**Relaxed volume of zinc-blende ZnSe across six semilocal functionals**

The table holds the volume change and primitive cell edges of ZnSe relaxed with plane-wave PAW DFT using LDA, PBEsol, PBE, revPBE, RPBE and BLYP, without spin-orbit coupling or dispersion. The program works out cubic edges, bond lengths, steps between functionals and the noise from residual pressure and rounding, and sets gaps and a level at Γ from the same runs against the volume. It evaluates the exchange enhancement factor F(s) of each functional from its defining constants and compares its order with the order of the volumes. The order matches for five rows at all four values of s, while BLYP exchange is the strongest only at the smallest. For PBE, revPBE and RPBE, which share their correlation, revPBE lies 0.72 of the way from PBE to RPBE in volume, against 0.71 to 0.83 in F(s).

Calculated values. Variable-cell relaxation of zinc-blende ZnSe (two-atom primitive cell) with VASP 6.6.1, plane-wave PAW DFT without spin polarisation, spin-orbit coupling or dispersion correction. All runs use a 600 eV cutoff, an 8×8×8 k mesh and Fermi-Dirac smearing of 0.05 eV. Volume changes are relative to the starting cell; a, b and c are primitive-cell edges.

## Script

```python
# Table: relaxed volume change (%) and primitive cell edges (A) of zinc-blende ZnSe,
# VASP PAW, six semilocal functionals. Tested: order and size of the steps against the
# numerical noise, and whether the exchange enhancement factor F(s) follows the order.
T = {
    'functional': ['LDA', 'PBE', 'PBEsol', 'revPBE', 'RPBE', 'BLYP'],
    'potentials': ['VASP PAW LDA potentials, recommended', 'VASP PAW PBE potentials, recommended', 'VASP PAW PBE potentials, recommended', 'VASP PAW PBE potentials, recommended', 'VASP PAW PBE potentials, recommended', 'VASP PAW PBE potentials, recommended'],
    'volume_change': [-4.89, 3.91, -1.38, 6.76, 7.87, 9.99],  # %
    'relaxed_length_a': [3.941, 4.059, 3.989, 4.096, 4.11, 4.137],  # angstrom
    'relaxed_length_b': [3.941, 4.059, 3.989, 4.096, 4.11, 4.137],  # angstrom
    'relaxed_length_c': [3.941, 4.059, 3.989, 4.096, 4.11, 4.137],  # angstrom
}
import numpy as np
from scipy.stats import spearmanr
f = T['functional']; dv = np.array(T['volume_change'], float)
a, b, c = (np.array(T['relaxed_length_' + k], float) for k in 'abc')
A0 = 5.6676  # conventional edge of the starting cell (A), from the description
# further outputs of the same runs: pressure GPa, gap eV, Gamma level below valence top eV
X = {'LDA': (0.013349, 1.2756, -6.467), 'PBE': (-0.024449, 1.1378, -6.078),
     'PBEsol': (0.0093398, 1.2263, -6.225), 'revPBE': (0.016692, 1.1531, -5.984),
     'RPBE': (0.031591, 1.1573, -5.951), 'BLYP': (0.033522, 0.8819, -6.086)}
B, EG = 60.0, 2.8  # rough recalled bulk modulus (GPa) and measured gap (eV)
o = np.argsort(dv); names = [f[i] for i in o]; D = dict(zip(f, dv))
print('start: cubic edge %.4f A, primitive edge %.4f A, bond %.3f A' % (A0, A0/2**.5, A0*3**.5/4))
print('functional  dV %  dV from edge %  cubic edge A  bond A  bond change %  P/B % of V')
for i in o:
    A = a[i]*2**.5
    print('%-8s %6.2f %9.2f %13.3f %10.3f %9.2f %12.3f' % (f[i], dv[i], 100*((A/A0)**3-1), A,
          A*3**.5/4, 100*((1+dv[i]/100)**(1/3)-1), 100*X[f[i]][0]/B))
noise = max(100*abs(v[0])/B for v in X.values())
print('edge rounding 0.0005 A equals %.3f %% in volume; largest P/B %.3f %%' % (300*0.0005/a.mean(), noise))
print('spread LDA to BLYP: %.2f points in volume, %.2f %% in bond length' % (np.ptp(dv), 100*(a.max()/a.min()-1)))
print('step              dV points  d(gap) eV  d(gap)/dlnV eV  d(lower level) eV')
for p, q in zip(names[:-1], names[1:]):
    dl = np.log((100+D[q])/(100+D[p])); dg = X[q][1]-X[p][1]
    print('%-16s %8.2f %10.3f %12.2f %14.3f' % (p+' to '+q, D[q]-D[p], dg, dg/dl, X[q][2]-X[p][2]))
print('PBE to RPBE: dV %.2f points, gap %+.3f eV' % (D['RPBE']-D['PBE'], X['RPBE'][1]-X['PBE'][1]))
print('PBE to BLYP: dV %.2f points, gap %+.3f eV' % (D['BLYP']-D['PBE'], X['BLYP'][1]-X['PBE'][1]))
print('LDA to PBE: dV %.2f points, gap %+.3f eV' % (D['PBE']-D['LDA'], X['PBE'][1]-X['LDA'][1]))
print('gap eV (share of rough 2.8 eV): ' + ', '.join('%s %.3f (%.0f%%)' % (n, X[n][1], 100*X[n][1]/EG) for n in names))
print('level below valence top eV: ' + ', '.join('%s %.3f' % (n, X[n][2]) for n in names))
# exchange enhancement F(s)-1 from the defining constants of each functional
mu, k = 0.21951, 0.804
def pbe(s, m, kk): return m*s*s/(1+m*s*s/kk)
def b88(s):
    x = 2**(4/3)*(3*np.pi**2)**(1/3)*s; be = 0.0042
    return be*x*x/(1.5*(3/(4*np.pi))**(1/3)*(1+6*be*x*np.arcsinh(x)))
F = {'LDA': lambda s: 0*s, 'PBEsol': lambda s: pbe(s, 10/81, k), 'PBE': lambda s: pbe(s, mu, k),
     'revPBE': lambda s: pbe(s, mu, 1.245), 'RPBE': lambda s: k*(1-np.exp(-mu*s*s/k)), 'BLYP': b88}
S = np.array([0.5, 1.0, 1.5, 2.0])
print('exchange enhancement F(s)-1 at s = 0.5, 1.0, 1.5, 2.0')
for n in names:
    print('%-8s' % n + ''.join('%9.4f' % v for v in F[n](S)))
for s in S:
    v = [float(F[n](s)) for n in names]
    place = sorted(v).index(float(F['BLYP'](s))) + 1
    print('s = %.1f: rank correlation with volume %.3f, BLYP exchange is %d of 6 from the weakest'
          % (s, spearmanr(v, dv[o])[0], place))
g = np.linspace(0.05, 4, 7901)
for p, q in (('BLYP', 'RPBE'), ('BLYP', 'revPBE'), ('RPBE', 'revPBE')):
    j = np.argmax(F[p](g) < F[q](g))
    print('%s exchange drops below %s at s = %.2f' % (p, q, g[j]))
obs = (D['revPBE']-D['PBE'])/(D['RPBE']-D['PBE'])
Dc = {n: D[n]+100*X[n][0]/B for n in D}
obc = (Dc['revPBE']-Dc['PBE'])/(Dc['RPBE']-Dc['PBE'])
r = (F['revPBE'](S)-F['PBE'](S))/(F['RPBE'](S)-F['PBE'](S))
r0 = (1/k-1/1.245)/(0.5/k)
print('same correlation, ratio (revPBE-PBE)/(RPBE-PBE):')
print('  volume %.3f, after removing residual pressure %.3f' % (obs, obc))
print('  F(s): small-s limit %.3f; at the four s ' % r0 + ' '.join('%.3f' % v for v in r))
assert names == ['LDA', 'PBEsol', 'PBE', 'revPBE', 'RPBE', 'BLYP'] and np.allclose(a, b) and np.allclose(a, c)
assert np.diff(dv[o]).min() > 10*noise
assert r0 - 0.03 < obs < r.max()
assert X['RPBE'][1] > X['PBE'][1] > X['BLYP'][1]
```

Printed output:

```
start: cubic edge 5.6676 A, primitive edge 4.0076 A, bond 2.454 A
functional  dV %  dV from edge %  cubic edge A  bond A  bond change %  P/B % of V
LDA       -4.89     -4.90         5.573      2.413     -1.66        0.022
PBEsol    -1.38     -1.39         5.641      2.443     -0.46        0.016
PBE        3.91      3.90         5.740      2.486      1.29       -0.041
revPBE     6.76      6.76         5.793      2.508      2.20        0.028
RPBE       7.87      7.86         5.812      2.517      2.56        0.053
BLYP       9.99     10.00         5.851      2.533      3.22        0.056
edge rounding 0.0005 A equals 0.037 % in volume; largest P/B 0.056 %
spread LDA to BLYP: 14.88 points in volume, 4.97 % in bond length
step              dV points  d(gap) eV  d(gap)/dlnV eV  d(lower level) eV
LDA to PBEsol        3.51     -0.049        -1.36          0.242
PBEsol to PBE        5.29     -0.089        -1.69          0.147
PBE to revPBE        2.85      0.015         0.57          0.094
revPBE to RPBE       1.11      0.004         0.41          0.033
RPBE to BLYP         2.12     -0.275       -14.15         -0.135
PBE to RPBE: dV 3.96 points, gap +0.020 eV
PBE to BLYP: dV 6.08 points, gap -0.256 eV
LDA to PBE: dV 8.80 points, gap -0.138 eV
gap eV (share of rough 2.8 eV): LDA 1.276 (46%), PBEsol 1.226 (44%), PBE 1.138 (41%), revPBE 1.153 (41%), RPBE 1.157 (41%), BLYP 0.882 (31%)
level below valence top eV: LDA -6.467, PBEsol -6.225, PBE -6.078, revPBE -5.984, RPBE -5.951, BLYP -6.086
exchange enhancement F(s)-1 at s = 0.5, 1.0, 1.5, 2.0
LDA        0.0000   0.0000   0.0000   0.0000
PBEsol     0.0297   0.1070   0.2065   0.3059
PBE        0.0514   0.1724   0.3060   0.4197
revPBE     0.0526   0.1866   0.3536   0.5149
RPBE       0.0530   0.1921   0.3690   0.5342
BLYP       0.0570   0.1781   0.3199   0.4665
s = 0.5: rank correlation with volume 1.000, BLYP exchange is 6 of 6 from the weakest
s = 1.0: rank correlation with volume 0.829, BLYP exchange is 4 of 6 from the weakest
s = 1.5: rank correlation with volume 0.829, BLYP exchange is 4 of 6 from the weakest
s = 2.0: rank correlation with volume 0.829, BLYP exchange is 4 of 6 from the weakest
BLYP exchange drops below RPBE at s = 0.71
BLYP exchange drops below revPBE at s = 0.78
RPBE exchange drops below revPBE at s = 2.60
same correlation, ratio (revPBE-PBE)/(RPBE-PBE):
  volume 0.720, after removing residual pressure 0.720
  F(s): small-s limit 0.708; at the four s 0.710 0.721 0.756 0.831
```
